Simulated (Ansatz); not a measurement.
# In2O3 (R-3c): the equilibrium volume

Aim: the volume at which the pressure of In2O3 (R-3c) vanishes.

Program: Ansatz 0.2.0. Level of theory: DFT PBEsol, scalar-relativistic, plane waves, PAW. These are calculated values, not measurements.

3 further runs of the same task are left out: 3 set aside as unsound or not needed.

### 1 The structure to begin with

Symmetry: R-3c, No. 167, trigonal system. The conventional cell has a = 5.516 Å, b = 5.516 Å, c = 14.591 Å, α = 90.00°, β = 90.00°, γ = 120.00°. Around In (site symmetry 3) lie 6 O at 2.13 to 2.26 Å. Around O (site symmetry 2) lie 4 In at 2.13 to 2.26 Å.

Structure file:

```cif
data_structure
_symmetry_space_group_name_H-M 'R-3c:H'
_symmetry_Int_Tables_number 167
_cell_length_a 5.5162
_cell_length_b 5.5162
_cell_length_c 14.5911
_cell_angle_alpha 90.000
_cell_angle_beta 90.000
_cell_angle_gamma 120.000
_cell_volume 384.50
loop_
_atom_site_label
_atom_site_type_symbol
_atom_site_symmetry_multiplicity
_atom_site_Wyckoff_symbol
_atom_site_fract_x
_atom_site_fract_y
_atom_site_fract_z
_atom_site_occupancy
In1 In 12 c 0.33333 0.66667 0.30955 1
O1 O 18 e 0.96316 0.62983 0.08333 1
```

### 2 At the starting volume (PBEsol, 6×6×6 mesh)

Input file input.yaml:

```yaml
crystal:
  lattice:
    - [2.7581043173, 1.59239227, 4.8636867567]
    - [-2.7581043173, 1.59239227, 4.8636867567]
    - [0.0, -3.18478454, 4.8636867567]
  atoms:
    - { symbol: In, position: [0.642884, 0.642884, 0.642884] }
    - { symbol: In, position: [0.857116, 0.857116, 0.857116] }
    - { symbol: In, position: [0.357116, 0.357116, 0.357116] }
    - { symbol: In, position: [0.142884, 0.142884, 0.142884] }
    - { symbol: O, position: [0.0464953, 0.75, 0.4535047] }
    - { symbol: O, position: [0.75, 0.4535047, 0.0464953] }
    - { symbol: O, position: [0.4535047, 0.0464953, 0.75] }
    - { symbol: O, position: [0.9535047, 0.25, 0.5464953] }
    - { symbol: O, position: [0.5464953, 0.9535047, 0.25] }
    - { symbol: O, position: [0.25, 0.5464953, 0.9535047] }
basis:
  ecutwfc: 420
kpoints:
  mp_grid: { grid: [6, 6, 6] }
hamiltonian:
  xc: pbesol
scf:
  occupations: { method: gaussian, width: 0.1 }
output:
  forces: true
  stress: true
  eigenvalues: true
```

Launch:

```bash
> ansatz run input.yaml --threads 8 --pin off --max-ram 14336MiB --backend cpu --events-out ev --progress --plain --runs-dir out
```

Standard output:

```text
Warning: RAYON_NUM_THREADS=8 ignored (pool sized by the plan → 8); use --threads N
Engine: ansatz 0.2.0, aarch64-unknown-linux-gnu
Pseudopotentials: kind: paw
Pseudopotential: In, paw, valence charge 13, recommended cutoff 420 eV (normal), In.paw.azcp
Pseudopotential: O, paw, valence charge 6, recommended cutoff 420 eV (normal), O.paw.azcp
Functional definition: PBEsol
  exchange = pbesol_x
  correlation = pbesol_c
Crystal: 10 atoms, lattice volume = 128.167 Å³
Basis set: ecut = 420 eV, 2519 PW (Γ), exchange–correlation on 80×80×80 points (8 copies of the dense FFT grid, shifted against one another)
Bands: 54, of which v1, the nominal top of the filled ones, is band 44 counted from 1 (43 counted from 0)
Symmetry: 12 space group operations
Space group: R-3c (ITA 167), of the structure as read, at distance tolerance 5.0e-5 Å
k-points: 32 of 216
Non-local potential: In, projectors of the file, l = 0: 2, l = 1: 2, l = 2: 2, l = 3: 2
Non-local potential: O, projectors of the file, l = 0: 2, l = 1: 2, l = 2: 1
PAW form: soft (Blöchl's): semilocal exchange-correlation on the pseudo side does not see the compensation charge
PAW frozen core: In, regenerated for the run's functional, and the local potential with it (the file was generated under x = pbe(κ = 0.804, μ = 0.2195149727645171), c = pbe(β = 0.06672455060314922))
PAW frozen core: O, regenerated for the run's functional, and the local potential with it (the file was generated under x = pbe(κ = 0.804, μ = 0.2195149727645171), c = pbe(β = 0.06672455060314922))
PAW one-centre angular grid: In, 590 points (default); XC on 64 Gauss nodes
PAW one-centre angular grid: O, 110 points (default); XC on 64 Gauss nodes
Initial density: superposition of atomic densities (neutral atoms: chi_scale 0, normalization atom), corrected by the library's trained network
Initial wavefunctions: pseudopotential atomic-orbital guess
Functional: x = pbesol(κ = 0.804, μ = 0.12345679012345678), c = pbesol(β = 0.046)
SCF iter   1: F=—  HF=-25467.660167 eV  |F-HF|=—  |Δ(HF+E_count)|=         —  Δρ=1.67e-2  dr2=2.91e-1  ethr=1.77e-3  ⟨swp⟩=6.0  Hψ=6964  notcnv=0  defer=24
preconditioner: auto → Resta (q_TF=auto, 2.563 Å⁻¹)  ε∞=4.7  [insulator: Δε(μ)=0.937 eV  Ē_g=16.077 eV  σ=0.100 eV  W_gap=1.00  n_scr=32 (ndim 8)  ℏωp=30.8 eV  f_vac=0.023  D(μ)=0.00/eV (n_scr^D=0)  ε∞_Penn≈4.7]
SCF iter   2: F=—  HF=-25467.581722 eV  |F-HF|=—  |Δ(HF+E_count)|=   7.84e-2  Δρ=3.09e-3  dr2=5.90e-3  ethr=3.31e-4  ⟨swp⟩=2.0  Hψ=2659  notcnv=0  defer=147
SCF iter   3: F=—  HF=-25467.580303 eV  |F-HF|=—  |Δ(HF+E_count)|=   1.42e-3  Δρ=1.22e-3  dr2=1.30e-3  ethr=6.70e-6  ⟨swp⟩=2.1  Hψ=2744  notcnv=0  defer=83
automatic band count: iteration 3 solves 52 bands in place of 54: the levels show a gap, and the empty bands left out lie too high to hold charge; the band table lists the bands solved (type scf.n_extra_bands for more)
SCF iter   4: F=—  HF=-25467.580210 eV  |F-HF|=—  |Δ(HF+E_count)|=   9.28e-5  Δρ=3.92e-4  dr2=1.64e-4  ethr=1.47e-6  ⟨swp⟩=2.0  Hψ=2230  notcnv=0  defer=83
SCF iter   5: F=—  HF=-25467.580228 eV  |F-HF|=—  |Δ(HF+E_count)|=   1.74e-5  Δρ=5.85e-5  dr2=6.73e-6  ethr=1.87e-7  ⟨swp⟩=2.0  Hψ=2838  notcnv=0  defer=83
SCF iter   6: F=—  HF=-25467.580235 eV  |F-HF|=—  |Δ(HF+E_count)|=   6.82e-6  Δρ=8.39e-6  dr2=1.36e-7  ethr=7.65e-9  ⟨swp⟩=2.2  Hψ=2425  notcnv=0  defer=83
SCF iter   7: F=-25467.580235 eV  HF=-25467.580235 eV  |F-HF|=4.59e-9  |Δ(HF+E_count)|=   1.05e-7  Δρ=1.95e-6  dr2=6.62e-9  ethr=1.14e-10  ⟨swp⟩=9.2  Hψ=6307  notcnv=0
SCF 1 converged in 7 iterations: F = -25467.580235 eV  dr2 = 6.62e-9
SCF converged after 7 iterations
Free energy (F): -25467.580235 eV
Harris-Foulkes:  -25467.580235 eV  (|F-HF|=4.59e-9)
Internal energy: -25467.580235 eV  (E = F + TS)
E sigma→0 (E₀):  -25467.580235 eV
Fermi energy:    9.153910 eV
--- Per-component energies (eV) ---
  E_band       = 9.415918
  E_kinetic    = 2028.225713
  E_local      = -5915.273835  (includes V_loc(G=0)·N_el)
  E_nonlocal   = 1780.145651
  E_hartree    = 2264.802472
  E_xc         = -1284.065566
  E_vxc        = -953.049163  (∫ρ·V_xc dr)
  E_paw        = -17273.426833  (= ΣΔE_a)
  E_vpaw       = -1460.252783  (= ΣTr[D̂ρ^β])
  E_aug_tail   = 0.014349  (compensation charges beyond the density's cutoff)
  E_ewald      = -7069.157523
  E_core_change = 1.155337  (= ΣΔE_core)
  E_smearing   = -0.000000  (= −TS)
  E_closure    = -0.000000  (closes the sum)
  Σ components = -25467.580235   (vs F -25467.580235, Δ=0.00e0)
--- Forces (eV/Å), atoms counted from 1 ---
  atom   1  In     0.00000000     0.00000000    -0.00497682
  atom   2  In     0.00000000     0.00000000     0.00497682
  atom   3  In    -0.00000000     0.00000000     0.00497682
  atom   4  In    -0.00000000    -0.00000000    -0.00497682
  atom   5  O     -0.01546805    -0.02679146     0.00000000
  atom   6  O     -0.01546805     0.02679146    -0.00000000
  atom   7  O      0.03093611     0.00000000    -0.00000000
  atom   8  O      0.01546805     0.02679146    -0.00000000
  atom   9  O     -0.03093611     0.00000000    -0.00000000
  atom  10  O      0.01546805    -0.02679146     0.00000000
  max |Σ_I F_I| component: 1.73e-17 eV/Å
--- Stress (GPa, compression-positive) ---
       -0.707099       0.000000       0.000000
        0.000000      -0.707099       0.000000
       -0.000000      -0.000000      -0.887301
  P = ⅓ Tr σ = -0.7672 GPa (-7.672 kbar)
--- Band table (eV; the first three rows and the last of 32) ---
  k-point 0: bands = ["-8.9026", "-8.0121", "-8.0121", "-7.7973", "-7.7973", "-7.7123", "-3.6740", "-3.6740", "-3.5222", "-3.5208", "-3.5208", "-3.3886", "-3.3653", "-3.3653", "-3.3222", "-3.3222", "-3.2690", "-3.2690", "-3.1611", "-3.1535", "-3.1535", "-3.1382", "-2.8599", "-2.8599", "-2.1534", "-2.1534", "2.9200", "3.2892", "4.5588", "4.5588", "5.2815", "5.5943", "5.9554", "5.9554", "6.1329", "7.8268", "7.8268", "8.0976", "8.2190", "8.2190", "8.3367", "8.3367", "8.5464", "8.5464", "9.6883", "13.9668", "14.6671", "15.7230", "17.5772", "17.5772", "17.6765", "17.9671"]
  k-point 1: bands = ["-8.8257", "-8.0031", "-7.9973", "-7.8663", "-7.8140", "-7.7383", "-3.6569", "-3.6442", "-3.5465", "-3.5271", "-3.4977", "-3.4078", "-3.3545", "-3.3494", "-3.3411", "-3.3253", "-3.2802", "-3.2664", "-3.1757", "-3.1509", "-3.1475", "-3.0746", "-2.8865", "-2.8440", "-2.2686", "-2.1915", "3.0390", "3.2800", "4.2314", "4.9297", "5.0879", "5.7778", "6.0744", "6.3521", "6.5672", "7.0395", "7.7055", "7.7461", "8.0859", "8.1023", "8.3205", "8.3884", "8.4013", "8.5426", "10.5955", "14.2766", "14.5264", "15.4402", "16.5934", "17.1868", "17.9650", "18.0371"]
  k-point 2: bands = ["-8.6169", "-8.0641", "-7.9696", "-7.9536", "-7.8589", "-7.8030", "-3.6339", "-3.5960", "-3.5407", "-3.5168", "-3.4735", "-3.4284", "-3.3910", "-3.3708", "-3.3340", "-3.3251", "-3.2725", "-3.2501", "-3.2136", "-3.1502", "-3.1440", "-2.9966", "-2.8562", "-2.7980", "-2.4966", "-2.3265", "3.2980", "3.5214", "3.7910", "4.9685", "5.5112", "5.9055", "6.0771", "6.5456", "6.9331", "7.0583", "7.3437", "7.3932", "7.9262", "7.9589", "7.9841", "8.0632", "8.4614", "8.5974", "12.0192", "14.2977", "14.4394", "14.7292", "16.2516", "16.8262", "17.7275", "18.4133"]
  k-point 31: bands = ["-8.3453", "-8.3453", "-7.9074", "-7.9074", "-7.9074", "-7.9074", "-3.5717", "-3.5717", "-3.5567", "-3.5567", "-3.5567", "-3.5567", "-3.3876", "-3.3876", "-3.3876", "-3.3876", "-3.1685", "-3.1685", "-3.1685", "-3.1685", "-3.0512", "-3.0512", "-2.5931", "-2.5931", "-2.5931", "-2.5931", "3.5816", "3.5816", "4.9534", "4.9534", "5.6774", "5.6774", "5.6774", "5.6774", "6.6011", "6.6011", "7.4995", "7.4995", "7.4995", "7.4995", "8.4065", "8.4065", "8.4065", "8.4065", "12.8423", "12.8423", "15.5827", "15.5827", "16.7209", "16.7209", "18.1496", "18.1496"]
```

Wall time 1.9 s (8 threads of Arm Neoverse V1, shared host); peak memory 0.71 GiB.

Result: volume 12.817 Å³/atom, pressure -0.77 GPa, mesh gap 1.09 eV.

[end of part 1 of 2]
